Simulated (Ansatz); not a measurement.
A 6-atom cell of Ag₂O started from a crystallographic database was relaxed with 4 functionals in Ansatz, cell and atoms free, the symmetry of the start kept (meshes: PBE 6×6×6, r2SCAN 6×6×6, PBEsol 6×6×6, LDA 6×6×6). Calculated for a static, non-magnetic cell.

The PBEsol result:
```
CELL_PARAMETERS angstrom
4.70674 0.00000 0.00000
0.00000 4.70674 0.00000
0.00000 0.00000 4.70674
ATOMIC_POSITIONS crystal
Ag 0.25000 0.25000 0.25000
Ag 0.25000 0.75000 0.75000
Ag 0.75000 0.75000 0.25000
Ag 0.75000 0.25000 0.75000
O 0.00000 0.00000 0.00000
O 0.50000 0.50000 0.50000
```

Space group Pn-3m (No. 224), cubic; a = 4.707 Å in the conventional setting, 17.38 Å³ an atom. Ag has 2 O at 2.04 Å; O has 4 Ag at 2.04 Å.

Problem. Order the functionals by the relaxed volume, smallest first.
A. r2SCAN
B. LDA
C. PBEsol
D. PBE

Solution. B (16.62 Å³/atom), C (17.38 Å³/atom), A (17.93 Å³/atom), D (18.57 Å³/atom).

Problem. What lattice does r2SCAN give?

Solution. a = 4.756 Å; the volume differs by +3.2 % from PBEsol's. Ag is surrounded by 2 O at 2.06 Å; O is surrounded by 4 Ag at 2.06 Å.

Problem. What lattice does PBE give?

Solution. a = 4.812 Å; the volume differs by +6.9 % from PBEsol's. Around Ag lie 2 O at 2.08 Å; around O lie 4 Ag at 2.08 Å.

Problem. Held at the r2SCAN cell, what mean stress do LDA and PBE find, and does its sign point to their own minimum?

Solution. Yes. LDA -6.45 GPa, and its relaxed volume is -7.3 % from r2SCAN's; PBE +2.71 GPa, and its relaxed volume is +3.6 % from r2SCAN's. Compression counts positive, so a positive stress asks for a larger cell.
